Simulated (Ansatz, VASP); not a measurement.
**Ge: VASP beside Ansatz**

```xyz
4
Lattice="6.0530 0.0000 0.0000 -3.0265 5.2420 0.0000 0.0000 0.0000 2.5088" Properties=species:S:1:pos:R:3 pbc="T T T"
Ge    3.0265    0.0000    0.0583
Ge   -1.5132    2.6210    0.0583
Ge    1.5132    2.6210    0.0583
Ge    0.0000    0.0000    2.5631
```

Alike in both runs: functional PBE; k mesh 6 × 6 × 4; occupations gaussian, width 0.1 eV; no spin polarisation.

Ansatz relaxed the structure, and its values are those at the end. VASP's run is a single point on that final structure, the one shown.

```csv
,VASP,Ansatz
version,VASP 6.6.1,Ansatz 0.2.0
potentials or method,"VASP PAW PBE potentials, release 64 (Ge_d)","scalar-relativistic, plane waves, PAW"
plane-wave cutoff (eV),520,420
valence electrons in the cell,56,56
```

Ansatz gave:

| Quantity | Value |
| --- | --- |
| gap on the k mesh at the Fermi level (eV) | none |
| pressure (GPa) | 0.0 |

Problem. What did VASP give for the same quantities?

Solution. gap on the k mesh at the Fermi level (eV): none; pressure (GPa): -0.1.

A gap of «none» marks a metal or a gap that the smearing closes.

Caveats: the k mesh is coarse (spacing up to 0.63 Å⁻¹), so the values aren't converged.
